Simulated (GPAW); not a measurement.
Here is a GPAW 26.7.0 calculation.

Contents of run.py:

```python
from ase import Atoms
from ase.dft.bandgap import bandgap
from ase.io import write
from ase.units import GPa
from gpaw import GPAW, PW

atoms = Atoms(['Ba', 'Zr', 'O', 'O', 'O'],
              cell=[[4.19134, 0.0, 0.0],
                    [0.0, 4.19134, 0.0],
                    [0.0, 0.0, 4.19134]],
              scaled_positions=[[0.000198, 0.007772, -0.007424],
                                [0.50054, 0.508277, 0.491876],
                                [0.492829, 0.501171, 0.000468],
                                [0.494358, 0.001554, 0.506589],
                                [-0.005827, 0.505991, 0.504629]],
              pbc=True)

calc = GPAW(mode=PW(800),
            xc='PBE',
            kpts={'size': (6, 6, 6), 'gamma': True},
            occupations={'name': 'fermi-dirac', 'width': 0.05},
            nbands=36,
            convergence={'density': 1e-05, 'energy': 1e-05},
            maxiter=150,
            txt='gpaw.txt')
atoms.calc = calc
energy = atoms.get_potential_energy()
forces = atoms.get_forces()
stress = atoms.get_stress()
calc.write('gs.gpw')
write('result.traj', atoms)
print(f'Energy: {energy:.6f} eV')
print('Forces (eV/A):')
print(forces.round(4))
print('Stress (GPa):', (stress / GPa).round(3))
print('Fermi level:', round(calc.get_fermi_level(), 4), 'eV')
print(f'Gap: {bandgap(calc)[0]:.4f} eV, direct: {bandgap(calc, direct=True)[0]:.4f} eV')
```

Potentials or basis: GPAW PAW data sets (gpaw-data 1.2.1), pw.

Command:

```console
$ OMP_NUM_THREADS=1 python run.py
```

Question: Predict the largest force.

Answer: 0.270 eV/Å.

Question: What does it give for the band gap on the k mesh?

Answer: 3.23 eV, indirect (least direct gap 3.46 eV).

Forces on the atoms (eV/Å):
```
Ba  -0.002 -0.008 -0.017
Zr  -0.131 -0.133  0.196
O    0.013 -0.007 -0.039
O   -0.001  0.201 -0.079
O    0.120 -0.052 -0.060
```

Caveat: spin-orbit coupling is left out, which moves the levels of the heavy elements. A k mesh can miss the band edges.
